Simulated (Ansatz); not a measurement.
# GaSb: the cost of one run

Program: Ansatz 0.2.0. Level of theory: DFT PBE, scalar-relativistic, plane waves, PAW. These are calculated values, not measurements.

The COD entry's cell or inner coordinates are ideal or old and differ from later refinements, so a difference from it is no clean test against experiment.

3 further runs of the same task are left out: 3 set aside as unsound or not needed.

### 1 The starting structure

Symmetry: F-43m, No. 216, cubic system. Conventional cell: a = 6.214 Å, b = 6.214 Å, c = 6.214 Å, α = 90.00°, β = 90.00°, γ = 90.00°. Ga (site symmetry -43m) is surrounded by 4 Sb at 2.69 Å. Sb (site symmetry -43m) is surrounded by 4 Ga at 2.69 Å.

Structure file:

```cif
data_structure
_symmetry_space_group_name_H-M 'F-43m'
_symmetry_Int_Tables_number 216
_cell_length_a 6.2138
_cell_length_b 6.2138
_cell_length_c 6.2138
_cell_angle_alpha 90.000
_cell_angle_beta 90.000
_cell_angle_gamma 90.000
_cell_volume 239.93
loop_
_atom_site_label
_atom_site_type_symbol
_atom_site_symmetry_multiplicity
_atom_site_Wyckoff_symbol
_atom_site_fract_x
_atom_site_fract_y
_atom_site_fract_z
_atom_site_occupancy
Ga1 Ga 4 a 0.00000 0.00000 0.00000 1
Sb1 Sb 4 d 0.25000 0.25000 0.75000 1
```

It is the result of an earlier relaxation at this level (volume 29.99 Å³/atom; gap on the mesh: none (metal)).

### 2 Building the (111) antiphase boundary, species swapped

The upper half of the cell takes the other sublattice, which makes two boundaries. Atoms and height relax; energies count from the bulk on a matched mesh, -5133.9202 eV an atom.

The cell holds 6 Ga, 6 Sb: a = 4.394 Å, b = 4.394 Å, c = 21.525 Å, α = 90.00°, β = 90.00°, γ = 120.00°.

### 3 Relaxation

input.yaml

```yaml
crystal:
  lattice:
    - [4.3938492978, 0.0, 0.0]
    - [-2.1969246489, 3.8051851123, 0.0]
    - [0.0, 0.0, 21.5253775724]
  atoms:
    - { symbol: Ga, position: [0.0, 0.0, 0.0] }
    - { symbol: Sb, position: [0.6666666667, 0.3333333333, 0.2083333333] }
    - { symbol: Sb, position: [0.3333333333, 0.6666666667, 0.0416666667] }
    - { symbol: Ga, position: [0.3333333333, 0.6666666667, 0.1666666667] }
    - { symbol: Ga, position: [0.6666666667, 0.3333333333, 0.3333333333] }
    - { symbol: Sb, position: [0.0, 0.0, 0.375] }
    - { symbol: Sb, position: [1.0, 0.0, 0.5] }
    - { symbol: Ga, position: [0.6666666667, 0.3333333333, 0.7083333333] }
    - { symbol: Ga, position: [0.3333333333, 0.6666666667, 0.5416666667] }
    - { symbol: Sb, position: [0.3333333333, 0.6666666667, 0.6666666667] }
    - { symbol: Sb, position: [0.6666666667, 0.3333333333, 0.8333333333] }
    - { symbol: Ga, position: [0.0, 0.0, 0.875] }
basis:
  ecutwfc: 420
kpoints:
  mp_grid: { grid: [12, 12, 2] }
hamiltonian:
  xc: pbe
scf:
  occupations: { method: gaussian, width: 0.1 }
output:
  forces: true
  stress: true
  eigenvalues: true
  populations: true
relax:
  adjacent_minimum: "off"
  f_tol: 0.02
  max_steps: 45
  cell: { fix: [a, b, alpha, beta, gamma], stress_tol: 0.1 }
```

Launch:

```
ansatz run input.yaml --threads 2 --pin off --max-ram 5120MiB --backend cpu --events-out ev --progress --plain --runs-dir out
```

Q: Estimate wall time and peak memory on 2 threads of Intel Xeon 6975P-C (Granite Rapids), shared host.

About 2.2 min, with a peak of 1.4 GiB.
